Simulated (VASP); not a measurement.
# PtSe2 (Sudovikovite) (P-3m1) in VASP: further runs

Aim: see how the results for PtSe2 (Sudovikovite) move with the level of theory and the settings. Levels: PBEsol, PBE+D3(BJ), r2SCAN. Tasks: relaxation of cell and atoms.

Program: VASP 6.6.1. These are calculated values, not measurements. Logs are shortened: lines on timing, memory, paths and dates and some standing lists are left out, and cuts for length are marked.

## (1) The structure

Symmetry: P-3m1, No. 164, trigonal system. Conventional cell: a = 3.758 Å, b = 3.758 Å, c = 4.861 Å, α = 90.00°, β = 90.00°, γ = 120.00°. Pt (site symmetry -3m) has 6 Se at 2.52 Å as nearest neighbours. Around Se (site symmetry 3m) lie 3 Pt at 2.52 Å.

## (2) Relaxation of cell and atoms, PBEsol

File INCAR:

```
SYSTEM = PtSe2
ALGO = Normal
EDIFF = 1E-7
EDIFFG = -0.005
ENCUT = 600
GGA = PS
IBRION = 2
ISIF = 3
ISMEAR = 0
LASPH = .True.
LCHARG = .False.
LREAL = .False.
LWAVE = .False.
NELM = 80
NSW = 90
PREC = Accurate
SIGMA = 0.03
```

File KPOINTS:

```
k-points
0
Gamma
  9 9 5
  0 0 0
```

File POSCAR:

```
PtSe2                                   
1.0
    3.7581058825     -0.0000000000     -0.0000000000
   -1.8790529412      3.2546151643      0.0000000000
   -0.0000000000      0.0000000000      4.8605948515
  Pt              Se            
     1     2
Direct
     0.0000000000000000    0.0000000000000000    0.0000000000000000
     0.3333333332999970    0.6666666667000030    0.2618067252194222
     0.6666666667000030    0.3333333332999970    0.7381932747805776
```

Potentials or basis: VASP PAW PBE potentials, release 64 (Pt, Se).

Launch:

```bash
$ cat potpaw_PBE.64/Pt/POTCAR potpaw_PBE.64/Se/POTCAR > POTCAR
$ mpirun -np 1 vasp_std > vasp.out
```

OUTCAR:

```text
SYSTEM = PtSe2
   EDIFF = 1E-7
   EDIFFG = -0.005
   ENCUT = 600
   GGA = PS
   IBRION = 2
   ISIF = 3
   ISMEAR = 0
   LASPH = .True.
   LREAL = .False.
   NELM = 80
   NSW = 90
   PREC = Accurate

 ion  position               nearest neighbor table
   1  0.000  0.000  0.000-   2 2.52   3 2.52   2 2.52   3 2.52   3 2.52   2 2.52
   2  0.333  0.667  0.262-   1 2.52   1 2.52   1 2.52
   3  0.667  0.333  0.738-   1 2.52   1 2.52   1 2.52

  LATTYP: Found a hexagonal cell.
 ALAT       =     3.7581058825
 C/A-ratio  =     1.2933629343

  Lattice vectors:

 A1 = (   3.7581058825,   0.0000000000,   0.0000000000)
 A2 = (  -1.8790529412,   3.2546151643,   0.0000000000)
 A3 = (   0.0000000000,   0.0000000000,   4.8605948515)

Analysis of symmetry for initial positions (statically):
=====================================================================
 Subroutine PRICEL returns:
 Original cell was already a primitive cell.

 Routine SETGRP: Setting up the symmetry group for a
 hexagonal supercell.

 Subroutine GETGRP returns: Found 12 space group operations
 (whereof 12 operations were pure point group operations)
 out of a pool of 24 trial point group operations.

The static configuration has the point symmetry D_3d.

Analysis of symmetry for dynamics (positions and initial velocities):
=====================================================================
 Subroutine PRICEL returns:
 Original cell was already a primitive cell.

 Routine SETGRP: Setting up the symmetry group for a
 hexagonal supercell.

 Subroutine GETGRP returns: Found 12 space group operations
 (whereof 12 operations were pure point group operations)
 out of a pool of 24 trial point group operations.

The dynamic configuration has the point symmetry D_3d.

 Subroutine INISYM returns: Found 12 space group operations
 (whereof 12 operations are pure point group operations),
 and found     1 'primitive' translations

----------------------------------------------------------------------------------------

                                     Primitive cell

  volume of cell :      59.4509

  direct lattice vectors                    reciprocal lattice vectors
     3.758105883  0.000000000  0.000000000     0.266091492  0.153627994  0.000000000
    -1.879052941  3.254615164  0.000000000     0.000000000  0.307255989  0.000000000
     0.000000000  0.000000000  4.860594852     0.000000000  0.000000000  0.205736135

  length of vectors
     3.758105883  3.758105882  4.860594852     0.307255989  0.307255989  0.205736135

  position of ions in fractional coordinates (direct lattice)
     0.000000000  0.000000000  0.000000000
     0.333333333  0.666666667  0.261806725
     0.666666667  0.333333333  0.738193275

  ion indices of the primitive-cell ions
   primitive index   ion index
                 1           1
                 2           2
                 3           3

----------------------------------------------------------------------------------------

 KPOINTS: k-points

Automatic generation of k-mesh.
 Grid dimensions read from file:
 generate k-points for:    9    9    5

 Generating k-lattice:

  Cartesian coordinates                     Fractional coordinates (reciprocal lattice)
     0.029565721  0.017069777  0.000000000     0.111111111  0.000000000  0.000000000
     0.000000000  0.034139554  0.000000000     0.000000000  0.111111111  0.000000000
     0.000000000  0.000000000  0.041147227     0.000000000  0.000000000  0.200000000

  Length of vectors
     0.034139554  0.034139554  0.041147227

  Shift w.r.t. Gamma in fractional coordinates (k-lattice)
     0.000000000  0.000000000  0.000000000

 Subroutine IBZKPT returns following result:
 ===========================================

 Found     50 irreducible k-points:

 Following reciprocal coordinates:
            Coordinates               Weight
  0.000000  0.000000  0.000000      1.000000
  0.111111  0.000000  0.000000      6.000000
  0.222222  0.000000  0.000000      6.000000
  0.333333  0.000000  0.000000      6.000000
  0.444444  0.000000  0.000000      6.000000
  0.111111  0.111111  0.000000      6.000000
[... 16 lines left out ...]
  0.222222  0.111111  0.200000     12.000000
 -0.111111  0.333333  0.200000     12.000000
 [... further k-points ...]
   k-points           NKPTS =     50   k-points in BZ     NKDIM =     50   number of bands    NBANDS=     15
   number of dos      NEDOS =    301   number of ions     NIONS =      3
   total plane-waves  NPLWV =  36000
   dimension x,y,z NGX =    30 NGY =   30 NGZ =   40
   dimension x,y,z NGXF=    60 NGYF=   60 NGZF=   80
   ions per type =               1   2
   NGX,Y,Z   is equivalent  to a cutoff of  13.27, 13.27, 13.68 a.u.
   NGXF,Y,Z  is equivalent  to a cutoff of  26.54, 26.54, 27.36 a.u.
 SYSTEM =  PtSe2
   PREC   = accura    normal or accurate (medium, high low for compatibility)
   ISTART =      0    job   : 0-new  1-cont  2-samecut
   ICHARG =      2    charge: 1-file 2-atom 10-const
   ISPIN  =      1    spin polarized calculation?
   LNONCOLLINEAR =      F non collinear calculations
   LSORBIT =      F    spin-orbit coupling
   LASPH  =      T    aspherical Exc in radial PAW
   ENCUT  =  600.0 eV  44.10 Ry    6.64 a.u.   7.51  7.51  9.71*2*pi/ulx,y,z
   NELM   =     80;   NELMIN=  2; NELMDL= -5     # of ELM steps
   EDIFF  = 0.1E-06   stopping-criterion for ELM
   LREAL  =      F    real-space projection
   EDIFFG = -.5E-02   stopping-criterion for IOM
   NSW    =     90    number of steps for IOM
   IBRION =      2    ionic relax: 0-MD 1-quasi-New 2-CG
   NFREE  =      1    steps in history (QN), initial steepest desc. (CG)
   ISIF   =      3    stress and relaxation
   ISYM   =      2    0-nonsym 1-usesym 2-fastsym
   POTIM  = 0.5000    time-step for ionic-motion
   TEBEG  =    0.0;   TEEND  =   0.0 temperature during run
   PSTRESS=    0.0 pullay stress
   NELECT =      22.0000    total number of electrons
   NUPDOWN=      -1.0000    fix difference up-down
   EMIN   =  10.00;   EMAX   =-10.00  energy-range for DOS
   EFERMI =   0.00;   METHOD = LEGACY
   ISMEAR =     0;   SIGMA  =   0.03  broadening in eV -4-tet -1-fermi 0-gaus
   EFERMI_NEDOS =   21; number of points for ismear=-14 and -15
   IALGO  =     38    algorithm
   IMIX   =      4    mixing-type and parameters
     AMIX     =   0.40;   BMIX     =  1.00
     AMIX_MAG =   1.60;   BMIX_MAG =  1.00
  volume/ion in A,a.u.               =      19.82       133.73
  Fermi-wavevector in a.u.,A,eV,Ry     =   1.175339  2.221068 18.795374  1.381421
  Thomas-Fermi vector in A             =   2.311721
   LORBIT       =      0    0 simple, 1 ext, 2 COOP (PROOUT), +10 PAW based schemes
   GGA     = PS    functional components
   LHFCALC =     F    Hartree Fock is set to
   AEXX    =    0.0000 exact exchange contribution
   IVDW    =     0    specifies the selected vdW correction
   LEPSILON=     F    determine dielectric tensor
   LRPA    =     F    only Hartree local field effects (RPA)
 conjugate gradient relaxation of ions
 non-spin polarized calculation
 Gauss-broadening in eV      SIGMA  =   0.03
  energy-cutoff  :      600.00
  volume of cell :       59.45
 maximum number of plane-waves:      2006
 NGX is ok and might be reduce to    30
   NGX = 15   NGY = 15   NGZ = 19

--------------------------------------- Ionic step        1  -------------------------------------------

 number of electron      22.0000003 magnetization

 Free energy of the ion-electron system (eV)
  ---------------------------------------------------
  ext. energy  EPLUGINS =         0.00000000
  ---------------------------------------------------
  free energy    TOTEN  =       -15.90389695 eV

  energy without entropy =      -15.90306981  energy(sigma->0) =      -15.90348338

------------------------ aborting loop because EDIFF is reached ----------------------------------------

  FORCE on cell =-STRESS in cart. coord.  units (eV):
  Direction    XX          YY          ZZ          XY          YZ          ZX
  --------------------------------------------------------------------------------------
  -------------------------------------------------------------------------------------
  Total        0.0038867      0.0038867     -0.0039218      0.0000000      0.0000000     -0.0000000
  in kB        0.1047440      0.1047440     -0.1056923      0.0000000      0.0000000     -0.0000000
  external PRESSURE =       0.0345986 kB  Pullay stress =       0.0000000 kB
[... 133 lines left out ...]
  energy  without entropy=      -15.9030772369  energy(sigma->0) =      -15.90349189

--------------------------------------- Ionic step        5  -------------------------------------------

 number of electron      22.0000003 magnetization

 Free energy of the ion-electron system (eV)
  ---------------------------------------------------
  ext. energy  EPLUGINS =         0.00000000
  ---------------------------------------------------
  free energy    TOTEN  =       -15.90391278 eV

  energy without entropy =      -15.90308034  energy(sigma->0) =      -15.90349656

 E-fermi :   6.6259     XC(G=0): -10.9753

 val. band max:        6.6200467981   @ k =   0.0000   0.2222   0.2000
 cond. band min:       6.6312161203   @ k =  -0.1111   0.4444   0.2000
 fundamental gap:      0.0111693223
 Fermi energy:         6.6258971403

 k-point     1 :       0.0000    0.0000    0.0000
  band No.  band energies     occupation
      1      -9.1316      2.00000
      2      -6.0443      2.00000
      3      -0.6037      2.00000
      4       0.2616      2.00000
      5       0.2616      2.00000
      6       2.7370      2.00000
      7       2.7370      2.00000
      8       4.1024      2.00000
      9       5.5773      2.00000
     10       5.5773      2.00000
     11       7.3463      0.00000
     12       7.7575      0.00000
     13       7.7575      0.00000
     14       9.8523      0.00000
     15      10.6508      0.00000
[... 397 lines left out ...]
 k-point    24 :      -0.1111    0.3333    0.2000
  band No.  band energies     occupation
      1      -8.1451      2.00000
      2      -6.6316      2.00000
      3      -0.1339      2.00000
      4       0.5446      2.00000
      5       0.8863      2.00000
      6       1.6590      2.00000
      7       2.3452      2.00000
      8       3.2178      2.00000
      9       4.3511      2.00000
     10       4.7279      2.00000
     11       6.0213      2.00000
     12       6.8744      0.00000
     13       7.9712      0.00000
     14      11.1120      0.00000
     15      12.6983      0.00000

 [... further k-points ...]

------------------------ aborting loop because EDIFF is reached ----------------------------------------

  FORCE on cell =-STRESS in cart. coord.  units (eV):
  Direction    XX          YY          ZZ          XY          YZ          ZX
  --------------------------------------------------------------------------------------
  -------------------------------------------------------------------------------------
  Total        0.0022413      0.0022413     -0.0115539      0.0000000      0.0000000     -0.0000000
  in kB        0.0604394      0.0604394     -0.3115654      0.0000000      0.0000000     -0.0000000
  external PRESSURE =      -0.0635622 kB  Pullay stress =       0.0000000 kB
[... 18 lines left out ...]
  FREE ENERGIE OF THE ION-ELECTRON SYSTEM (eV)
  ---------------------------------------------------
  free  energy   TOTEN  =       -15.9039127752 eV

  energy  without entropy=      -15.9030803410  energy(sigma->0) =      -15.90349656

 reached required accuracy - stopping structural energy minimisation
```

Wall time 2 min (1 thread of Intel Xeon Platinum 8259CL at 2.50GHz (Skylake/Cascade Lake), shared host); peak memory 0.22 GiB.

What came out:

- Free energy: -15.9039 eV
- Relaxed volume: 19.80 Å³/atom
- Relaxed cell: a = 3.758 Å, b = 3.758 Å, c = 4.858 Å, α = 90.00°, β = 90.00°, γ = 120.00°
- Space group after relaxing (to 0.05 Å): P-3m1 (No. 164)
- Energy gained by relaxing: 0.0 meV/atom
- Ionic steps: 5
- Pressure after relaxing: 0.0 GPa
- Band gap on the k mesh: none (metal or under the smearing width)

Final structure:
```
Pt Se
1.0
     3.75789    0.00000    0.00000
    -1.87895    3.25443    0.00000
     0.00000    0.00000    4.85815
Pt Se
1 2
Cartesian
  0.0000 0.0000 0.0000
  0.0000 2.1696 1.2733
  1.8789 1.0848 3.5848
```

Caveat: the PAW data sets were made with another functional, which shifts forces and pressure a little.

## (3) Relaxation of cell and atoms, PBE+D3(BJ)

This run uses another cell than the first one, of 20.27 Å³/atom, 1.023 times its volume.

File INCAR:

```
PREC = Accurate
ENCUT = 600
EDIFF = 1E-6
ISMEAR = 0
SIGMA = 0.03
LREAL = False
LASPH = True
NELM = 80
ALGO = Normal
ISIF = 3
LWAVE = False
LCHARG = False
GGA = PE
IVDW = 12
IBRION = 2
NSW = 90
EDIFFG = -0.01
KPAR = 4
```

File KPOINTS:

```
Automatic mesh
0
Gamma
  9 9 5
```

File POSCAR:

```
PtSe2
1.0
    3.7240000000      0.0000000000      0.0000000000
   -1.8620000000      3.2250786037      0.0000000000
    0.0000000000      0.0000000000      5.0620000000
Pt Se
1 2
Direct
    0.0000000000      0.0000000000      0.0000000000
    0.3333333333      0.6666666667      0.2500000000
    0.6666666667      0.3333333333      0.7500000000
```

Potentials or basis: VASP PAW PBE potentials, release 64 (Pt, Se).

Launch:

```bash
$ cat potpaw_PBE.64/Pt/POTCAR potpaw_PBE.64/Se/POTCAR > POTCAR
$ mpirun -np 4 vasp_std > vasp.out
```

Wall time 2.7 min (4 MPI ranks of Intel Xeon Platinum 8488C (Sapphire Rapids), shared host); peak memory 0.26 GiB.

Results (log left out):

```
Free energy                            : -15.6656 eV
Relaxed volume                         : 19.74 Å³/atom
Relaxed cell                           : a = 3.770 Å, b = 3.770 Å, c = 4.812 Å, α = 90.00°, β = 90.00°, γ = 120.00°
Space group after relaxing (to 0.05 Å) : P-3m1 (No. 164)
Energy gained by relaxing              : 17.0 meV/atom
Ionic steps                            : 20
Pressure after relaxing                : 0.0 GPa
Band gap on the k mesh                 : none (metal or under the smearing width)
Dispersion energy per atom             : -0.492 eV
```

Stress tensor (GPa, compression positive):
```
-0.01  0.00  0.00
 0.00 -0.01  0.00
 0.00  0.00  0.08
```

Step by step:
```
step  energy change (eV)  largest force (eV/Å)  pressure (GPa)  volume (Å³)
   1              0.0000                0.6006            3.50        60.80
   2              0.0320                0.3870           -5.82        64.77
   3             -0.0234                0.1841           -0.55        62.31
   4             -0.0234                0.1918           -0.48        62.28
   5             -0.0282                0.1640           -0.42        61.93
   6             -0.0396                0.0765           -0.22        60.88
   7             -0.0415                0.1775            0.61        58.80
   8             -0.0449                0.0420            0.19        59.80
   9             -0.0491                0.0906           -0.42        59.66
  10             -0.0495                0.1121           -0.67        59.60
  11             -0.0493                0.0600            0.92        58.67
  12             -0.0507                0.0292            0.08        59.15
  13             -0.0508                0.0204           -0.01        59.21
  14             -0.0509                0.0172           -0.04        59.23
  15             -0.0509                0.0155           -0.02        59.24
  16             -0.0509                0.0129           -0.08        59.26
  17             -0.0509                0.0153           -0.06        59.25
  18             -0.0509                0.0123            0.13        59.21
  19             -0.0509                0.0006            0.03        59.23
  20             -0.0509                0.0018            0.02        59.23
```

Final structure:
```
Pt Se
1.0
     3.76981    0.00000    0.00000
    -1.88491    3.26476    0.00000
     0.00000    0.00000    4.81226
Pt Se
1 2
Direct
  0.00000 0.00000 0.00000
  0.33333 0.66667 0.26664
  0.66667 0.33333 0.73336
```

Levels at points of the mesh, in eV from the Fermi level:
```
           k point  band 8  band 9  band 10  band 11  band 12  band 13  band 14  band 15
(0.00, 0.00, 0.00)   -2.50   -1.03    -1.03     0.77     1.02     1.02     3.33     4.09
```

Caveat: pairwise dispersion overbinds metals, which lowers pressure and volume.

[end of part 1 of 2]
